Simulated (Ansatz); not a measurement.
Recipe of this trial structure of Ge: 3-, 4-connected net of one element (P3_212, No. 153). Its size is a rough estimate.

```
CELL_PARAMETERS angstrom
7.27261 0.00000 0.00000
-3.63630 6.29826 0.00000
0.00000 0.00000 4.40824
ATOMIC_POSITIONS crystal
Ge 0.24613 0.98970 0.85276
Ge 0.01030 0.25643 0.51942
Ge 0.74357 0.75387 0.18609
Ge 0.01030 0.75387 0.48058
Ge 0.74357 0.98970 0.81391
Ge 0.24613 0.25643 0.14724
Ge 0.25207 0.74793 0.16667
Ge 0.25207 0.50415 0.83333
Ge 0.49585 0.74793 0.50000
```

Theory: DFT PBE, scalar-relativistic, plane waves, PAW in Ansatz. Cutoff 420 eV, Gaussian smearing, Γ-centred meshes. Cell and atoms relax first on a coarse mesh and then on a finer one. In between, the cell is made exact in the group found at 0.06 Å. In metals the finer mesh still leaves noise of several meV/atom or more. The steps can't lower the symmetry of their start. No spin polarisation.

A guess keeps its type if space group and coordination stay and the shape of the cell changes little (axis ratios within about 15 %, angles within 6°); the volume may change.

Question: Does it keep its structure type, or change into something else?

Answer: It doesn't keep its type. The symmetry stays P3_212 (No. 153). The volume per atom shrinks by 10.7 %, from 22.4 to 20.0 Å³. The shortest distance goes from 2.25 Å (Ge–Ge) to 2.64 Å (Ge–Ge). The ratio c/a of the conventional cell changes by a factor of 1.64. Counting neighbours within 15 % of an atom's shortest distance, the start has Ge 3/4 and the end Ge 5/6. In detail, at the end around Ge on a site of symmetry 1 lie 4 Ge at 2.64–2.72 Å, 1 Ge at 2.88 Å and 1 Ge at 3.13 Å; around Ge on a site of symmetry 2 lie 6 Ge at 2.72–2.88 Å and 2 Ge at 3.13 Å.

```cif
data_structure
_symmetry_space_group_name_H-M 'P3_212'
_symmetry_Int_Tables_number 153
_cell_length_a 5.9363
_cell_length_b 5.9363
_cell_length_c 5.9057
_cell_angle_alpha 90.000
_cell_angle_beta 90.000
_cell_angle_gamma 120.000
_cell_volume 180.24
loop_
_atom_site_label
_atom_site_type_symbol
_atom_site_symmetry_multiplicity
_atom_site_Wyckoff_symbol
_atom_site_fract_x
_atom_site_fract_y
_atom_site_fract_z
_atom_site_occupancy
Ge1 Ge 6 c 0.35771 0.08110 0.70427 1
Ge2 Ge 3 b 0.21645 0.78355 0.16667 1
```

The last run used a 6×6×8 mesh (in the run's order of axes) for its 9-atom cell and Gaussian smearing of 0.10 eV. Symmetry constrained the relaxation, so the result can be a saddle point. Another cell of Ge relaxed alike, in P6_3/mmc, lies 291 meV/atom lower, so this cell isn't the stable form at this level.

In counts of neighbours, a slash parts the counts of unlike sites.
